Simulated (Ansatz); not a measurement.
Defect calculation, host ZnS

Method: DFT PBE, scalar-relativistic, plane waves, PAW (Ansatz 0.2.0). (420 eV cutoff, 2×2×2 k-mesh, shifted by half a step, Gaussian smearing of 0.01 eV, collinear spin in charge 0 alone)

Host crystal, relaxed:

```xyz
4
Lattice="3.8441 0.0000 0.0000 -1.9220 3.3291 0.0000 0.0000 0.0000 6.3046" Properties=species:S:1:pos:R:3 pbc="T T T"
Zn    0.0000    2.2194    0.0017
Zn    1.9220    1.1097    3.1540
S     0.0000    2.2194    2.3626
S     1.9220    1.1097    5.5149
```

Supercell of 36 atoms, rows in host cell vectors: -2 -1 1; 1 -1 1; 1 2 1. Atoms relax at the host's cell from a start displaced at random by 0.06 Å near the defect, so other minima may exist. The cell is small, so energies carry finite-size errors of tenths of an eV. The host's Kohn–Sham gap is 2.08 eV. Atoms are taken from and returned to the elements' standard states. Charged cells are corrected for image charges with the computed static dielectric tensor (mean 9.2) and aligned with the host's potential at far atoms (alignment terms reach 0.11 eV). No band-filling term is added, and the Fermi level counts from the host's valence band top.

The defect is an interstitial at (0.000, 0.000, 0.179) of the host cell.

| charge | E_f at the valence band top (eV) | over the neutral state (eV) | moment (μB) | largest move (Å) | atoms near the site |
| --- | --- | --- | --- | --- | --- |
| +1 | 0.13 | -2.17 | 0.00 | 2.21 | 1 S at 1.35 Å, 1 Zn at 2.20 Å, 2 Zn at 3.01 Å, 1 Zn at 3.02 Å |
| 0 | 2.30 | 0.00 | 1.00 | 0.52 | 1 Zn at 1.89 Å |
| -1 | 3.31 | 1.02 | 0.00 | 0.57 | 1 Zn at 1.75 Å, 1 Zn at 1.76 Å |

Among the charges computed the stable one is +1 at the valence band top, changing to -1 at 1.59 eV. Other sites of the defect weren't tried.

(1) Which element is it? Judge by the nearest distance in charge 0 and covalent radii.
A. Pt
B. H
C. Rh
D. Zr
E. Sc

Results:

(1) B. The nearest neighbour is Zn at 1.89 Å, and the summed covalent radii with Zn are 1.53 Å for H, 2.58 Å for Pt, 2.64 Å for Rh, 2.92 Å for Sc, 2.97 Å for Zr, so H fits best. Bonds can miss such sums by a tenth of an ångström or more.